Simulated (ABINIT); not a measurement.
A run of ABINIT 10.8.3 (patched build) is set up as follows.

The input run.abi:

```
# Datasets: ground state, then fixed potential
ndtset 2

# Pseudopotentials
pp_dirpath "./"
pseudos "Zr.LDA_PW-JTH.xml, B.LDA_PW-JTH.xml"

# Structure
acell 3.17 3.17 3.533 Angstrom
rprim
     1.0000000000     0.0000000000     0.0000000000
    -0.5000000000     0.8660254038     0.0000000000
     0.0000000000     0.0000000000     1.0000000000
ntypat 2
znucl 40 5
natom 3
typat 1 2 2
xred
     0.0000000000     0.0000000000     0.0000000000
     0.6666666667     0.3333333333     0.5000000000
     0.3333333333     0.6666666667     0.5000000000

# Plane-wave basis
ecut 17.0
pawecutdg 34.0

# Exchange and correlation
ixc 2

# Bands and occupations
occopt 3
tsmear 0.00183747

# SCF cycle
nstep 100

# Output
iomode 3
prtwf 0
prteig 0
prtebands 0
prtden1 1

# Dataset 1
kptopt1 1
ngkpt1 10 10 8
nshiftk1 1
shiftk1 0.0 0.0 0.0
nband1 13
tolvrs1 1.0e-9

# Dataset 2: bands along G-M-K-G-A-L-H-A
iscf2 -2
getden2 1
nband2 17
nbdbuf2 2
tolwfr2 1.0e-12
kptopt2 -7
ndivsm2 5
prteig2 1
prtvol2 -3
kptbounds2
     0.0000000000     0.0000000000     0.0000000000
     0.5000000000     0.0000000000     0.0000000000
     0.3333333333     0.3333333333     0.0000000000
     0.0000000000     0.0000000000     0.0000000000
     0.0000000000     0.0000000000     0.5000000000
     0.5000000000     0.0000000000     0.5000000000
     0.3333333333     0.3333333333     0.5000000000
     0.0000000000     0.0000000000     0.5000000000
```

Potentials or basis: JTH PAW LDA v2.0.

Command:

```sh
$ abinit run.abi > log 2>&1
```

Problem. What does it give for the band gap on the k mesh?

Solution. None (metal or under the smearing width).

Problem. What does it give for the pressure?

Solution. -8.8 GPa.

Levels at the corners of the path, in eV from the Fermi level:
```tsv
point	band 5	band 6	band 7	band 8	band 9	band 10	band 11	band 12	band 13	band 14
Γ	-12.49	-2.53	-2.53	-2.50	-2.21	3.47	3.47	4.24	4.24	5.09
M	-8.78	-8.25	-3.79	-2.93	-2.59	2.34	2.39	5.01	5.10	6.65
K	-7.54	-7.54	-6.79	-2.35	-2.35	1.65	1.65	3.23	8.57	8.57
Γ	-12.49	-2.53	-2.53	-2.50	-2.21	3.47	3.47	4.24	4.24	5.09
A	-10.42	-6.84	-0.86	-0.86	0.42	0.42	0.86	0.86	1.89	5.12
L	-9.69	-6.78	-4.50	-4.03	-1.86	3.80	4.27	5.38	6.35	6.55
H	-8.53	-8.53	-4.78	-2.55	-2.55	4.15	6.15	6.15	6.65	6.65
A	-10.42	-6.84	-0.86	-0.86	0.42	0.42	0.86	0.86	1.89	5.12
```
